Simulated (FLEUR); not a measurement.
A run of FLEUR MaX-R8.1 (later development tree) is set up as follows.

Contents of inp.xml:

```xml
<?xml version="1.0" encoding="UTF-8" standalone="no"?>
<fleurInput fleurInputVersion="0.39">
   <comment>
      Ti                                                                                                  
   </comment>
   <calculationSetup>
      <cutoffs Kmax="3.8" Gmax="11.8" GmaxXC="11.8" numbands="0"/>
      <scfLoop itmax="60" minDistance="0.00001" maxIterBroyd="15" imix="Anderson" alpha="0.05" precondParam="0.0" spinf="2.0" sdNocoIR="T"/>
      <coreElectrons ctail="T" frcor="F" kcrel="0" coretail_lmax="0"/>
      <xcFunctional name="pbe" relativisticCorrections="F"/>
      <magnetism jspins="1"/>
      <soc l_soc="F" theta="0.0" phi="0.0" spav="F"/>
      <expertModes spex="0" secvar="F"/>
      <geometryOptimization l_f="T" forcealpha="1.0" forcemix="BFGS" epsdisp="0.0005" epsforce="0.0002"/>
      <ldaU l_linMix="F" mixParam="0.05" spinf="1.0"/>
   </calculationSetup>
   <cell>
      <bzIntegration valenceElectrons="12.0" mode="hist" fermiSmearingEnergy="0.00183747">
         <kPointListSelection listName="default-1"/>
         <!-- k-points included here -->
         <xi:include xmlns:xi="http://www.w3.org/2001/XInclude" href="kpts.xml"> </xi:include>
      </bzIntegration>
      <!-- symmetry operations included here -->
      <xi:include xmlns:xi="http://www.w3.org/2001/XInclude" href="sym.xml"> </xi:include>
      <bulkLattice scale="1.0">
         <bravaisMatrix>
            <row-1>   -3.1010405704685997     3.1010405704685997     3.1010405704685997</row-1>
            <row-2>    3.1010405704685997    -3.1010405704685997     3.1010405704685997</row-2>
            <row-3>    3.1010405704685997     3.1010405704685997    -3.1010405704685997</row-3>
         </bravaisMatrix>
      </bulkLattice>
   </cell>
   <atomSpecies>
      <species name="Titanium (Ti)" element="Ti" atomicNumber="22">
         <mtSphere radius="2.44" gridPoints="823" logIncrement="0.015"/>
         <atomicCutoffs lmax="10" lnonsphr="8"/>
         <electronConfig flipSpins="F">
            <coreConfig>(1s1/2) (2s1/2) (2p1/2) (2p3/2)</coreConfig>
            <valenceConfig>(3s1/2) (3p1/2) (3p3/2) (4s1/2) (3d3/2) (3d5/2)</valenceConfig>
            <stateOccupation state="(3d3/2)" spinUp="0.400000" spinDown="0.400000"/>
            <stateOccupation state="(3d5/2)" spinUp="0.600000" spinDown="0.600000"/>
         </electronConfig>
         <energyParameters s="4" p="4" d="3" f="4"/>
         <lo type="SCLO" l="0" n="3" eDeriv="0"/>
         <lo type="SCLO" l="1" n="3" eDeriv="0"/>
         <lo type="SCLO" l="1" n="3" eDeriv="1"/>
         <lo type="SCLO" l="2" n="3" eDeriv="2"/>
         <lo type="SCLO" l="3" n="4" eDeriv="2"/>
      </species>
   </atomSpecies>
   <atomGroups>
      <atomGroup species="Titanium (Ti)">
         <relPos label="                   1">.0000000000 .0000000000 .0000000000</relPos>
         <force calculate="T" relaxXYZ="TTT"/>
      </atomGroup>
   </atomGroups>
   <output dos="F" band="F" slice="F">
      <checks vchk="F" cdinf="F"/>
      <bandDOS minEnergy="-.5*Htr" maxEnergy="0.5*Htr" sigma="0.015" storeEVData="T"/>
      <vacuumDOS vacdos="F" integ="F" star="F" nstars="0" locx1="0.0" locy1="0.0" locx2="0.0" locy2="0.0" nstm="0" tworkf="0.0"/>
      <unfoldingBand unfoldBand="F" supercellX="1" supercellY="1" supercellZ="1"/>
      <plotting iplot="0" polar="F">
         <plot TwoD="T" vec1="  1.0  0.0  0.0" vec2="  0.0  1.0  0.0" vec3="  0.0  0.0  1.0" zero="  0.0  0.0  0.0" file="plot"/>
      </plotting>
      <chargeDensitySlicing numkpt="0" minEigenval="0.0" maxEigenval="0.0" nnne="0" pallst="F"/>
      <specialOutput eonly="F"/>
      <moessbauerParams electricFieldGradient="T" isomerShift="T" coreHyperfine="T" valenceHyperfine="T"/>
      <magneticCircularDichroism mcd="F" energyLo="-10.0" energyUp="0.0"/>
   </output>
  <!-- We include the file relax.xml here to enable relaxations (see documentation) -->
  <xi:include xmlns:xi="http://www.w3.org/2001/XInclude" href="relax.xml"> <xi:fallback/> </xi:include>
</fleurInput>
```

The input crystal.txt:

```
Ti
&input cartesian=F /
-1.6410000000  1.6410000000  1.6410000000
1.6410000000  -1.6410000000  1.6410000000
1.6410000000  1.6410000000  -1.6410000000
1.8897261246
1.0 1.0 1.0

1
22 0.0000000000  0.0000000000  0.0000000000

&kpt div1=11 div2=11 div3=11 gamma=T /
```

Potentials or basis: all-electron, FLAPW.

Run with:

```sh
$ inpgen -f crystal.txt -profile fastHighL
$ # inp.xml edited to the form shown
$ fleur_MPI
```

**Question.** What does it give for the band gap on the k mesh?

**Answer.** None (metal or under the smearing width).

Core levels (eV from the Fermi level):
```tsv
atom	levels
1 Ti	1s1/2 -4861.9, 2s1/2 -530.7, 2p1/2 -441.9, 2p3/2 -436.1
```
